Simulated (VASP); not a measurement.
A run of VASP 6.6.1:

INCAR

```
SYSTEM = Li
ALGO = Fast
EDIFF = 1E-7
ENCUT = 520
GGA = RP
ISIF = 2
ISMEAR = -1
LASPH = .TRUE.
LCHARG = .FALSE.
LREAL = .FALSE.
LWAVE = .FALSE.
NBANDS = 10
NELM = 80
PREC = Accurate
SIGMA = 0.1
```

KPOINTS

```
k-points
0
G
  15 15 15
  0 0 0
```

File POSCAR:

```
Li
1.0
    0.0000000000      3.0018319188      3.0018319188
    3.0018319188      0.0000000000      3.0018319188
    3.0018319188      3.0018319188      0.0000000000
Li
2
Direct
    0.1250000000      0.1250000000      0.1250000000
    0.8750000000      0.8750000000      0.8750000000
```

Potentials or basis: VASP PAW PBE potentials, release 64 (Li_sv).

Command:

```console
$ cat potpaw_PBE.64/Li_sv/POTCAR > POTCAR
$ mpirun -np 1 vasp_std > vasp.out
```

Hardware: 1 thread of AMD EPYC 9R45 96-Core Processor (Zen 5), with other jobs on the host.

Task: How long does it take, and how much memory?

Result: It took 53 s on 1 thread of AMD EPYC 9R45 96-Core Processor (Zen 5), on a shared host, peak memory 0.17 GiB. Counts: scf iterations 16, k points 120.
